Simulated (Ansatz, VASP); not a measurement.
# Cross-check of B (linear B chain) between VASP and Ansatz, part 2 of 2

Wanted: the spread between two codes on one cell, functional and k mesh. The structure shown is the end of the Ansatz relaxation below.

VASP 6.6.1 and Ansatz 0.2.0.

So far: The starting structure; Ansatz: relaxation, PBE; VASP: single point, PBE; Comparison; Ansatz: relaxation, PBEsol; VASP: single point, PBEsol.

**6. VASP: single point, PBEsol (continued)**

Level of this step: PBEsol, zero-moment start; plane waves and PAW (B) (VASP).

Numbers of over 12 decimals in the logs are rounded to 6 here.

From OUTCAR (step 6):

```text
  Total        0.0288661      0.0288661      0.0239294      0.0000000     -0.0000000     -0.0000000
  in kB        0.5307971      0.5307971      0.4400192      0.0000000     -0.0000000     -0.0000000
  external PRESSURE =       0.5005378 kB  Pullay stress =       0.0000000 kB

  FREE ENERGIE OF THE ION-ELECTRON SYSTEM (eV)
  ---------------------------------------------------
  free  energy   TOTEN  =        -5.1235005267 eV

  energy  without entropy=       -5.1202699769  energy(sigma->0) =       -5.12188525

 magnetization (x)
# of ion       s       p       d       tot
------------------------------------------
    1       -0.000   0.000   0.000   0.000

[... 1 part as in an earlier step ...]

[... 3 further parts left out ...]
[key lines of the parts left out:]
E-fermi :  -4.8225
```

**7. Comparison**

What differs besides the data sets and the points named for the pairs above, as far as they apply: Ansatz makes its cores anew for this functional, VASP keeps those of its PBE data sets. Total energies have different zeros and are not compared.

The two programs side by side:

| quantity | Ansatz | VASP | difference |
| --- | --- | --- | --- |
| pressure (GPa) | 0.04 | 0.05 | -0.01 |

**8. Ansatz: relaxation, r2SCAN**

This run makes the geometry at which the two programs are then compared. The cell compared in this pair holds 86.82 Å³, against 87.13 Å³ for the pair before.

The structure compared here is the end of the Ansatz relaxation.

The input, input.yaml:

```yaml
crystal:
  lattice:
    - [7.5, 0.0, 0.0]
    - [0.0, 7.5, 0.0]
    - [0.0, 0.0, 1.5624]
  atoms:
    - { symbol: B, position: [0.5, 0.5, 0.0], spin: 0.3 }
magnetization:
  spin_polarized: true
kpoints:
  mp_grid: { grid: [1, 1, 52] }
scf:
  occupations: { method: fermi_dirac, width: 0.05 }
hamiltonian:
  xc: r2scan
relax:
  cell: { fix: [a, b, alpha, beta, gamma] }
  max_steps: 60
```

Launch:

```bash
$ ansatz run input.yaml --threads 4 --pin off --max-ram 8192MiB --backend cpu --events-out ev --progress --plain --runs-dir out
```

Log:

```text
[...]
Crystal: 1 atoms, lattice volume = 87.885 Å³
Basis set: ecut = 500 eV, 2197 PW (Γ), exchange–correlation on 240×240×48 points (64 copies of the dense FFT grid, shifted against one another)
Bands: 6, of which v1, the nominal top of the filled ones, is band 2 counted from 1 (1 counted from 0)
Symmetry: 16 space group operations
[...]
0.055722       0.000000       0.000000
        0.000000       0.055722       0.000000
        0.000000       0.000000       0.024610
  P = ⅓ Tr σ = 0.0454 GPa (0.454 kbar)
--- Relaxed structure (3 steps of the walk, 3 accepted, 1 SCFs on fresh bases) ---
[...]
cell:  # Å, volume = 86.8205 Å³
    - [7.5, 0.0, 0.0]
    - [0.0, 7.5, 0.0]
    - [0.0, 0.0, 1.543475]
  atoms:
    - { symbol: B, position: [0.5, 0.5, 0.0] }
[key lines of the parts left out:]
SCF converged after 4 iterations
Magnetization: 0.0000 μB (1.5000 up, 1.5000 down)
Free energy (F): -154.805699 eV
Fermi energy:    -4.594848 eV
```

**9. VASP: single point, r2SCAN**

The same cell, functional, mesh and smearing now go to VASP, with its own data sets.

The input, INCAR:

```
SYSTEM = B
PREC = Accurate
ENCUT = 550
EDIFF = 1E-06
NELM = 200
ISMEAR = -1
SIGMA = 0.05
LREAL = .FALSE.
ALGO = Normal
METAGGA = R2SCAN
LASPH = .TRUE.
NBANDS = 8
ISPIN = 2
MAGMOM = 0
LORBIT = 11
LWAVE = .FALSE.
LCHARG = .FALSE.
ISIF = 2
GGA_COMPAT = .FALSE.
LMIXTAU = .TRUE.
```

The input, POSCAR:

```
B
1.0
    7.5000000000      0.0000000000      0.0000000000
    0.0000000000      7.5000000000      0.0000000000
    0.0000000000      0.0000000000      1.5434752869
B
1
Direct
    0.5000000000      0.5000000000      0.0000000000
```

The input, KPOINTS:

```
Automatic mesh
0
Gamma
1 1 52
0 0 0
```

Potentials, in the order of the species: B (PBE family, release 64).

Launch:

```bash
$ mpirun -np 1 vasp_std
```

Log:

```text
[banner, memory and clock lines left out]
running    1 mpi-ranks, on    1 nodes
[...]
[... a notice as in an earlier step ...]

 LDA part: xc-table for (None), standard interpolation
 POSCAR, INCAR and KPOINTS ok, starting setup
[...]
entering main loop
       N       E                     dE             d eps       ncg     rms          rms(c)
DAV:   1     0.567087539349E+01    0.56709E+01   -0.11249E+03   864   0.215E+02
DAV:   2    -0.637290947523E+01   -0.12044E+02   -0.10286E+02  1120   0.393E+01
DAV:   3    -0.672232095865E+01   -0.34941E+00   -0.34148E+00  1240   0.949E+00
DAV:   4    -0.672437692388E+01   -0.20560E-02   -0.20467E-02  1352   0.603E-01
[...]
DAV:  29    -0.561791296078E+01   -0.28281E-04   -0.82132E-06   864   0.251E-02    0.484E-04
DAV:  30    -0.561793138510E+01   -0.18424E-04   -0.35675E-06   880   0.143E-02    0.514E-04
DAV:  31    -0.561793127261E+01    0.11248E-06   -0.17351E-06   992   0.102E-02
   1 F= -.56179313E+01 E0= -.56165814E+01  d E =-.269980E-02  mag=     0.0000
```

Parts of OUTCAR (step 9):

```text
  Total        0.0248364      0.0248364     -0.0871840      0.0000000      0.0000000      0.0000000
  in kB        0.4583289      0.4583289     -1.6088863      0.0000000      0.0000000      0.0000000
  external PRESSURE =      -0.2307428 kB  Pullay stress =       0.0000000 kB

 POSITION                                       TOTAL-FORCE (eV/Angst)
 -----------------------------------------------------------------------------------
      3.75000      3.75000      0.00000         0.000000      0.000000      0.000000
 -----------------------------------------------------------------------------------
    total drift:                               -0.000000      0.000000      0.000000

  FREE ENERGIE OF THE ION-ELECTRON SYSTEM (eV)
  ---------------------------------------------------
  free  energy   TOTEN  =        -5.6179312726 eV

  energy  without entropy=       -5.6152314731  energy(sigma->0) =       -5.61658137

 magnetization (x)
# of ion       s       p       d       tot
------------------------------------------
    1        0.000   0.000   0.000   0.000

[... 1 part as in an earlier step ...]

[... 2 further parts left out ...]
[key lines of the parts left out:]
E-fermi :  -4.8301
```

**10. Comparison**

What differs besides the data sets and the points named for the pairs above, as far as they apply: VASP keeps PBE cores, Ansatz makes them for the functional; the cutoff is 500 eV in Ansatz and 550 eV in VASP. Total energies have different zeros and are not compared.

Compared:

```csv
quantity,Ansatz,VASP,difference
pressure (GPa),0.05,-0.02,+0.07
```

**11. Results**

```yaml
difference_in_pressure_single_point_pbe: 0.010 GPa
difference_in_pressure_single_point_pbesol: -0.0087 GPa
difference_in_pressure_single_point_r2scan: 0.068 GPa
```

**Reading.** The difference in pressure is 0.068 GPa (single point, r2SCAN), within the 1 GPa picked in this series as the mark of a large difference. Such differences can come from data sets, numerical settings and the points named under the comparisons, not from the functional's error against experiment.

[Lines on the potential files, build, host, timing and source positions are cut from VASP's logs without a mark.]

[Logs are printed without paths, hosts, clocks, repeated set-up lines and the standing remarks that a program may print on its own settings, such as how far it seeks lower states.]

[Hosts, paths, dates, database ids (printed as entryN), source tags and the programs' standing remarks are cut or masked in the printed files.]
